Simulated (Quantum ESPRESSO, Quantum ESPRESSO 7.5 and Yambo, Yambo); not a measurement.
# A GW chain in Yambo: Sb (buckled honeycomb monolayer)

Wanted: ground state, empty states, screening and self-energy for Sb (buckled honeycomb monolayer).

Program: Quantum ESPRESSO 7.5 and Yambo 5.3.0. Level of theory: PBE and many-body steps on it, plane waves. Results are calculated unless marked as measured.

**What was measured.**

- Gap 2.21 eV: optical gap from PL emission peak; photoluminescence, 355 nm excitation; monolayer (antimonene on antimony oxide after hydrogen reduction) (“Ultrathin high-κ antimony oxide single crystals”, 2020, pmc:7237679).

### 1. Starting point

The cell holds 2 atoms: 2 Sb. Cell: a = 4.136 Å, b = 4.136 Å, c = 14.000 Å, α = 90.0°, β = 90.0°, γ = 120.0°. Vacuum lies along c.

Coordinates:

```cif
data_structure
_symmetry_space_group_name_H-M 'P 1'
_symmetry_Int_Tables_number 1
_cell_length_a 4.1362
_cell_length_b 4.1362
_cell_length_c 14.0000
_cell_angle_alpha 90.000
_cell_angle_beta 90.000
_cell_angle_gamma 120.000
_cell_volume 207.42
loop_
_atom_site_label
_atom_site_type_symbol
_atom_site_fract_x
_atom_site_fract_y
_atom_site_fract_z
_atom_site_occupancy
Sb1 Sb 0.33333 0.66667 0.44177 1
Sb2 Sb 0.66667 0.33333 0.55823 1
```

The structure was relaxed with PBE. The runs that relaxed it are not among those shown. Spin-orbit coupling is left out unless a step names it.

### 2. Ground state

This step: Quantum ESPRESSO 7.5; DFT, PBE, plane waves, norm-conserving pseudopotentials.

The ground-state density comes first.

pw.in reads:

```
&control
  calculation = 'scf'
  prefix = 'x'
  outdir = 'o'
  pseudo_dir = 'pseudo'
/
&system
  ibrav = 0
  nat = 2
  ntyp = 1
  ecutwfc = 88.0
  nbnd = 28
  force_symmorphic = .true.
/
&electrons
  conv_thr = 1e-10
  electron_maxstep = 80
  mixing_beta = 0.5
/
ATOMIC_SPECIES
  Sb 121.76 Sb.upf
CELL_PARAMETERS angstrom
  4.1361780447 -0.0000000002 0.0000000000
  -2.0680890222 3.5820352614 0.0000000000
  0.0000000000 0.0000000000 14.0000000000
ATOMIC_POSITIONS crystal
  Sb 0.3333333333 0.6666666667 0.4417690703
  Sb 0.6666666667 0.3333333333 0.5582309297
K_POINTS automatic
  9 9 1 0 0 0
```

On the command line:

```bash
> OMP_NUM_THREADS=1 mpirun -n 8 pw.x -nk 8 -in pw.in > pw.out
```

The program printed:

```text
Program PWSCF v.7.5 starts

     This program is part of the open-source Quantum ESPRESSO suite
     for quantum simulation of materials; please cite
         "P. Giannozzi et al., J. Phys.:Condens. Matter 21 395502 (2009);
         "P. Giannozzi et al., J. Phys.:Condens. Matter 29 465901 (2017);
         "P. Giannozzi et al., J. Chem. Phys. 152 154105 (2020);
     in publications or presentations arising from this work. More details at
     Message from routine setup:
     using ibrav=0 with symmetry is DISCOURAGED, use correct ibrav instead

     G-vector sticks info

     bravais-lattice index     =            0
     lattice parameter (alat)  =       7.8162  a.u.
     unit-cell volume          =    1399.7605 (a.u.)^3
     number of atoms/cell      =            2
     number of atomic types    =            1
     number of electrons       =        46.00
     number of Kohn-Sham states=           28
     kinetic-energy cutoff     =      88.0000  Ry
     charge density cutoff     =     352.0000  Ry
     scf convergence threshold =      1.0E-10
     mixing beta               =       0.5000
     number of iterations used =            8  plain     mixing
     Exchange-correlation= PBE
                           (   1   4   3   4   0   0   0)

     celldm(1)=   7.816244  celldm(2)=   0.000000  celldm(3)=   0.000000
     celldm(4)=   0.000000  celldm(5)=   0.000000  celldm(6)=   0.000000

     crystal axes: (cart. coord. in units of alat)
               a(1) = (   1.000000  -0.000000   0.000000 )
               a(2) = (  -0.500000   0.866025   0.000000 )
               a(3) = (   0.000000   0.000000   3.384767 )

     reciprocal axes: (cart. coord. in units 2 pi/alat)
               b(1) = (  1.000000  0.577350 -0.000000 )
               b(2) = (  0.000000  1.154701 -0.000000 )
               b(3) = ( -0.000000 -0.000000  0.295441 )
     Pseudo is Norm-conserving + core correction, Zval = 23.0
     Generated using ONCVPSP code by D. R. Hamann
     Using radial grid of 1434 points,  6 beta functions with:
     Sb               23.00   121.76000     Sb( 1.00)

     12 Sym. Ops., with inversion, found

   Cartesian axes

     site n.     atom                  positions (alat units)
         1        Sb     tau(   1) = (  -0.0000000   0.5773503   1.4952855  )
         2        Sb     tau(   2) = (   0.5000000   0.2886751   1.8894818  )

     number of k points=    12
                       cart. coord. in units 2pi/alat
        k(    1) = (   0.0000000   0.0000000   0.0000000), wk =   0.0246914
        k(    2) = (   0.0000000   0.1283001   0.0000000), wk =   0.1481481
        k(    3) = (   0.0000000   0.2566001   0.0000000), wk =   0.1481481
        k(    4) = (   0.0000000   0.3849002   0.0000000), wk =   0.1481481
        k(    5) = (   0.0000000   0.5132002   0.0000000), wk =   0.1481481
        k(    6) = (   0.1111111   0.1924501   0.0000000), wk =   0.1481481
        k(    7) = (   0.1111111   0.3207501   0.0000000), wk =   0.2962963
        k(    8) = (   0.1111111   0.4490502   0.0000000), wk =   0.2962963
        k(    9) = (   0.1111111   0.5773503   0.0000000), wk =   0.1481481
        k(   10) = (   0.2222222   0.3849002   0.0000000), wk =   0.1481481
        k(   11) = (   0.2222222   0.5132002   0.0000000), wk =   0.2962963
        k(   12) = (   0.3333333   0.5773503   0.0000000), wk =   0.0493827

     Dense  grid:   156151 G-vectors     FFT dimensions: (  48,  48, 160)

     Initial potential from superposition of free atoms

     starting charge      45.9989, renormalised to      46.0000
     Starting wfcs are   26 randomized atomic wfcs +    2 random wfcs

     per-process dynamical memory:   101.3 Mb

     Self-consistent Calculation

     iteration #  1     ecut=    88.00 Ry     beta= 0.50

     Threshold (ethr) on eigenvalues was too large:
     Diagonalizing with lowered threshold

     total energy              =   -1011.82017508 Ry
     estimated scf accuracy    <       0.01740132 Ry

     iteration #  2     ecut=    88.00 Ry     beta= 0.50

     total energy              =   -1011.82048792 Ry
     estimated scf accuracy    <       0.00310981 Ry

     iteration #  3     ecut=    88.00 Ry     beta= 0.50

     total energy              =   -1011.82065142 Ry
     estimated scf accuracy    <       0.00008639 Ry

     iteration #  4     ecut=    88.00 Ry     beta= 0.50

     total energy              =   -1011.82065778 Ry
     estimated scf accuracy    <       0.00000967 Ry

     iteration #  5     ecut=    88.00 Ry     beta= 0.50

     total energy              =   -1011.82065906 Ry
     estimated scf accuracy    <       0.00000034 Ry

     iteration #  6     ecut=    88.00 Ry     beta= 0.50

     total energy              =   -1011.82065913 Ry
     estimated scf accuracy    <       0.00000003 Ry

     iteration #  7     ecut=    88.00 Ry     beta= 0.50

     total energy              =   -1011.82065914 Ry
     estimated scf accuracy    <          2.7E-09 Ry

     iteration #  8     ecut=    88.00 Ry     beta= 0.50

     total energy              =   -1011.82065914 Ry
     estimated scf accuracy    <          1.2E-10 Ry

     iteration #  9     ecut=    88.00 Ry     beta= 0.50

     End of self-consistent calculation

          k = 0.0000 0.0000 0.0000 ( 19537 PWs)   bands (ev):

  -143.8395-143.8388 -96.8107 -96.8107 -96.8067 -96.8067 -96.7646 -96.7609
   -28.6680 -28.6680 -28.5978 -28.5978 -28.5536 -28.4933 -28.4933 -28.4585
   -28.4155 -28.4155 -11.3212  -6.3925  -0.6609  -0.1418  -0.1418   1.4247
     2.6552   2.6552   4.3125   4.4133

          k = 0.0000 0.1283 0.0000 ( 19530 PWs)   bands (ev):

  -143.8395-143.8388 -96.8107 -96.8106 -96.8068 -96.8067 -96.7645 -96.7610
   -28.6671 -28.6618 -28.5970 -28.5940 -28.5522 -28.4959 -28.4934 -28.4602
   -28.4224 -28.4159 -11.1919  -6.3966  -1.2029  -0.6130  -0.4180   1.9387
     2.6975   2.9197   4.4573   4.5865

          k = 0.0000 0.2566 0.0000 ( 19540 PWs)   bands (ev):

  -143.8394-143.8389 -96.8108 -96.8104 -96.8071 -96.8066 -96.7641 -96.7613
   -28.6651 -28.6448 -28.5947 -28.5833 -28.5471 -28.5037 -28.4947 -28.4657
   -28.4409 -28.4169 -10.8125  -6.5170  -2.4632  -0.9422  -0.5888   1.3665
     3.3059   3.3613   4.7972   4.9724

          k = 0.0000 0.3849 0.0000 ( 19518 PWs)   bands (ev):

     [... further k-points ...]

     highest occupied, lowest unoccupied level (ev):    -0.1418    1.1990

!    total energy              =   -1011.82065914 Ry
     estimated scf accuracy    <          6.3E-12 Ry

     The total energy is the sum of the following terms:
     one-electron contribution =   -2032.75722953 Ry
     hartree contribution      =     984.57564350 Ry
     xc contribution           =    -138.56970173 Ry
     ewald contribution        =     174.93062862 Ry

     convergence has been achieved in   9 iterations

     XML data file, charge density, pseudopotentials, collected wavefunctions

=------------------------------------------------------------------------------=
   JOB DONE.
=------------------------------------------------------------------------------=
```

It took 18 s on 8 MPI ranks of Arm Neoverse V2, shared host; peak memory 1.4 GiB; 2.4 min of CPU time.

This step gave:

| Property | Result |
| --- | --- |
| total energy | -13766.5214 eV |
| gap | 1.341 eV |
| k of the valence top | 0, 0, 0 |
| k of the conduction bottom | 0, 0.3333, 0 |
| least direct gap | 1.566 eV |

The gap is indirect, with the least direct gap 0.23 eV higher.

### 3. Bands along the symmetry lines

Levels along a band path, at the cheap level, show where the edges lie and whether the meshes to come will hold them.

pw.in reads:

```
&control
  calculation = 'bands'
  prefix = 'x'
  outdir = 'o'
  pseudo_dir = 'pseudo'
/
&system
  ibrav = 0
  nat = 2
  ntyp = 1
  ecutwfc = 88.0
  nbnd = 29
  force_symmorphic = .true.
/
&electrons
  conv_thr = 1e-9
  electron_maxstep = 80
  diago_full_acc = .true.
  diago_thr_init = 5e-6
/
ATOMIC_SPECIES
  Sb 121.76 Sb.upf
CELL_PARAMETERS angstrom
  4.1361780447 -0.0000000002 0.0000000000
  -2.0680890222 3.5820352614 0.0000000000
  0.0000000000 0.0000000000 14.0000000000
ATOMIC_POSITIONS crystal
  Sb 0.3333333333 0.6666666667 0.4417690703
  Sb 0.6666666667 0.3333333333 0.5582309297
K_POINTS crystal
  25
  0.00000000 0.00000000 0.00000000 1
  0.06250000 0.00000000 0.00000000 1
  0.12500000 0.00000000 0.00000000 1
  0.18750000 0.00000000 0.00000000 1
  0.25000000 0.00000000 0.00000000 1
  0.31250000 0.00000000 0.00000000 1
  0.37500000 0.00000000 0.00000000 1
  0.43750000 0.00000000 0.00000000 1
  0.50000000 0.00000000 0.00000000 1
  0.47916667 0.04166667 0.00000000 1
  0.45833333 0.08333333 0.00000000 1
  0.43750000 0.12500000 0.00000000 1
  0.41666666 0.16666666 0.00000000 1
  0.39583333 0.20833333 0.00000000 1
  0.37500000 0.25000000 0.00000000 1
  0.35416666 0.29166666 0.00000000 1
  0.33333333 0.33333333 0.00000000 1
  0.29166666 0.29166666 0.00000000 1
  0.25000000 0.25000000 0.00000000 1
  0.20833333 0.20833333 0.00000000 1
  0.16666666 0.16666666 0.00000000 1
  0.12500000 0.12500000 0.00000000 1
  0.08333333 0.08333333 0.00000000 1
  0.04166667 0.04166667 0.00000000 1
  0.00000000 0.00000000 0.00000000 1
```

The program printed:

```text
[banner, memory and clock lines left out]
Program PWSCF v.7.5 starts

     Atomic positions and unit cell read from directory:
     o/x.save/

     Message from routine setup:
     using ibrav=0 with symmetry is DISCOURAGED, use correct ibrav instead

     G-vector sticks info

     bravais-lattice index     =            0
     lattice parameter (alat)  =       7.8162  a.u.
     unit-cell volume          =    1399.7605 (a.u.)^3
     number of atoms/cell      =            2
     number of atomic types    =            1
     number of electrons       =        46.00
     number of Kohn-Sham states=           29
     kinetic-energy cutoff     =      88.0000  Ry
     charge density cutoff     =     352.0000  Ry
     Exchange-correlation= PBE
                           (   1   4   3   4   0   0   0)

     celldm(1)=   7.816244  celldm(2)=   0.000000  celldm(3)=   0.000000
     celldm(4)=   0.000000  celldm(5)=   0.000000  celldm(6)=   0.000000

     crystal axes: (cart. coord. in units of alat)
               a(1) = (   1.000000  -0.000000   0.000000 )
               a(2) = (  -0.500000   0.866025   0.000000 )
               a(3) = (   0.000000   0.000000   3.384767 )

     reciprocal axes: (cart. coord. in units 2 pi/alat)
               b(1) = (  1.000000  0.577350 -0.000000 )
               b(2) = (  0.000000  1.154701 -0.000000 )
               b(3) = ( -0.000000 -0.000000  0.295441 )
     Pseudo is Norm-conserving + core correction, Zval = 23.0
     Generated using ONCVPSP code by D. R. Hamann
     Using radial grid of 1434 points,  6 beta functions with:
     Sb               23.00   121.76000     Sb( 1.00)

     12 Sym. Ops., with inversion, found

   Cartesian axes

     site n.     atom                  positions (alat units)
         1        Sb     tau(   1) = (  -0.0000000   0.5773503   1.4952855  )
         2        Sb     tau(   2) = (   0.5000000   0.2886751   1.8894818  )

     number of k points=    25
                       cart. coord. in units 2pi/alat
        k(    1) = (   0.0000000   0.0000000   0.0000000), wk =   0.0800000
        k(    2) = (   0.0625000   0.0360844   0.0000000), wk =   0.0800000
        k(    3) = (   0.1250000   0.0721688   0.0000000), wk =   0.0800000
[...]
[... 13 further rows ...]
        k(   24) = (   0.0416667   0.0721688   0.0000000), wk =   0.0800000
        k(   25) = (   0.0000000   0.0000000   0.0000000), wk =   0.0800000

     Dense  grid:   156151 G-vectors     FFT dimensions: (  48,  48, 160)

     The potential is recalculated from file :
     o/x.save/charge-density

     Starting wfcs are   26 randomized atomic wfcs +    3 random wfcs

     Band Structure Calculation

     End of band structure calculation

          k = 0.0000 0.0000 0.0000 ( 19537 PWs)   bands (ev):

  -143.8395-143.8387 -96.8106 -96.8106 -96.8067 -96.8067 -96.7645 -96.7609
   -28.6680 -28.6680 -28.5978 -28.5978 -28.5536 -28.4932 -28.4932 -28.4585
   -28.4154 -28.4154 -11.3212  -6.3924  -0.6609  -0.1418  -0.1418   1.4247
     2.6552   2.6552   4.3125   4.4133   6.2864

          k = 0.0625 0.0361 0.0000 ( 19531 PWs)   bands (ev):

  -143.8394-143.8388 -96.8107 -96.8106 -96.8067 -96.8067 -96.7645 -96.7610
   -28.6677 -28.6660 -28.5975 -28.5966 -28.5532 -28.4941 -28.4933 -28.4590
[...]
2.5639   2.7508   4.3617   4.4688   6.3546

          k = 0.1250 0.0722 0.0000 ( 19528 PWs)   bands (ev):

  -143.8394-143.8388 -96.8107 -96.8105 -96.8068 -96.8066 -96.7644 -96.7610
[...]
2.8087   2.9742   4.4917   4.6304   6.3040

[...]
k = 0.0417 0.0722 0.0000 ( 19531 PWs)   bands (ev):

  -143.8394-143.8388 -96.8107 -96.8106 -96.8067 -96.8067 -96.7645 -96.7610
[...]
2.5077   2.8068   4.3774   4.4871   6.3647

          k = 0.0000 0.0000 0.0000 ( 19537 PWs)   bands (ev):

  -143.8395-143.8387 -96.8106 -96.8106 -96.8067 -96.8067 -96.7645 -96.7609
   -28.6680 -28.6680 -28.5978 -28.5978 -28.5536 -28.4932 -28.4932 -28.4585
   -28.4154 -28.4154 -11.3212  -6.3924  -0.6609  -0.1418  -0.1418   1.4247
     2.6552   2.6552   4.3125   4.4133   6.2864

     XML data file, pseudopotentials, collected wavefunctions
```

The job ended after 8.8 s (8 MPI ranks; peak memory 1.1 GiB; 70 s of CPU time).

This step gave:

```
gap                        : 1.324 eV
k of the valence top       : 0, 0, 0
k of the conduction bottom : 0.3125, 0, 0
least direct gap           : 1.566 eV
```

The gap is 1.324 eV, −0.017 eV from the run before at this level.

The electronic bands at the labelled points (eV, zero at the top of the highest filled band):

```tsv
point	band 20	band 21	band 22	band 23	band 24	band 25	band 26	band 27
Γ	-6.25	-0.52	0.00	0.00	1.57	2.80	2.80	4.45
halfway	-6.45	-2.55	-0.93	-0.49	1.40	3.48	3.51	5.06
M	-7.73	-2.87	-1.52	-1.40	1.67	2.52	3.58	5.16
halfway	-7.86	-3.04	-2.04	-1.40	2.12	2.95	3.33	5.57
K	-8.42	-3.43	-1.74	-1.74	1.59	3.63	3.63	6.67
halfway	-6.59	-2.56	-1.80	-0.47	2.23	2.76	3.77	5.26
Γ	-6.25	-0.52	0.00	0.00	1.57	2.80	2.80	4.45
```

The electronic bands as a text plot (rows in eV, shown from -8.0 to 4.6 only):

```
    4.3 |++++                                                ++++
    3.8 |            +++++++++++      ++++++++++++++++++++
    3.2 |    ++++++++++         +++++++    +++            +++
    2.7 |++++++        +++++++++ +++          +++++++++++++++++++
    2.2 |    ++                 ++++          ++++++++++++++++++
    1.7 |++++  +++     +++++++++    ++++++++++                  +
    1.2 |         +++++
    0.6 |
    0.1 |****                                                ****
   -0.4 |************                               *************
   -0.9 |         ********                    ******   ***
   -1.5 |    **        ******************  ***            ***
   -2.0 |      ***              **************      ******
   -2.5 |         ***                         *********
   -3.0 |            *****************        ***
   -3.6 |                             ********
   -4.1 |
   -4.6 |
   -5.1 |
   -5.6 |
   -6.2 |*********                                     **********
   -6.7 |         *****                             ***
   -7.2 |              ***                    ******
   -7.7 |                 ************     ***
         Γ                   M           K                      Γ
```

(Part 1 of 3 ends here.)

[Paths, hosts, dates, memory and timing lines, banners, echoed tables and standing remarks are left out of the program output.]

[Logs are printed without paths, hosts, clocks, repeated set-up lines and the standing remarks that a program may print on its own settings, such as how far it seeks lower states.]

[Runs of the session that timed out or met a known fault of the program may be left out.]

[Hosts, paths, dates, database ids (printed as entryN), source tags and the programs' standing remarks are cut or masked in the printed files.]
